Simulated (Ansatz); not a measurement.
**NaCl: all-electron results**

```xyz
4
Lattice="4.7790 0.0000 0.0000 -2.3895 4.1387 0.0000 0.0000 0.0000 5.6583" Properties=species:S:1:pos:R:3 pbc="T T T"
Na    0.0000    2.7591   -0.3508
Na    2.3895    1.3796    2.4784
Cl    0.0000    2.7591    2.4783
Cl    2.3895    1.3796    5.3075
```

Atoms are numbered in the order listed.

The structure comes from a relaxation in the same program, started in the wurtzite type, and has space group P6_3/mmc. Whether it is a known phase or the ground state wasn't checked. The relaxation left the symmetry of that type.

All numbers are computed: DFT, PBE, all-electron LAPW, scalar-relativistic (Ansatz 0.2.0); DFT, PBE, PAW with Ansatz's default frozen-core files, scalar-relativistic (Ansatz 0.2.0); DFT, PBE, all-electron PAW with datasets made for the crystal, scalar-relativistic (Ansatz 0.2.0).

For LAPW: a Γ-centred 10×10×6 k mesh, Fermi–Dirac smearing of 0.03 eV, basis error target 0.5 meV/atom, no spin polarisation. PAW takes a cutoff of 420 eV at this cell. The crystal-made all-electron datasets (AE datasets) take a cutoff of 180 eV at this cell. The Ansatz runs share mesh, smearing and spin set-up. Values come from LAPW unless marked.

```
Band gap                                                                                                               : 4.74 eV, direct at Γ
Löwdin charges (with 0.07 e of the cell spilling out of the atomic basis, so their sizes and signs hang on that basis) : Na1 0.71, Cl3 -0.68 e
Bader charges (from the PAW run)                                                                                       : Na1 +0.87, Cl3 -0.87 e
Field gradients Vzz (crystal-made datasets)                                                                            : Na1 -0.11 (η = 0.00), Cl3 0.09 (η = 0.00) in 10²¹ V/m²
Volume per atom                                                                                                        : 27.98 Å³
Pressure at this cell                                                                                                  : 0.02 GPa
```
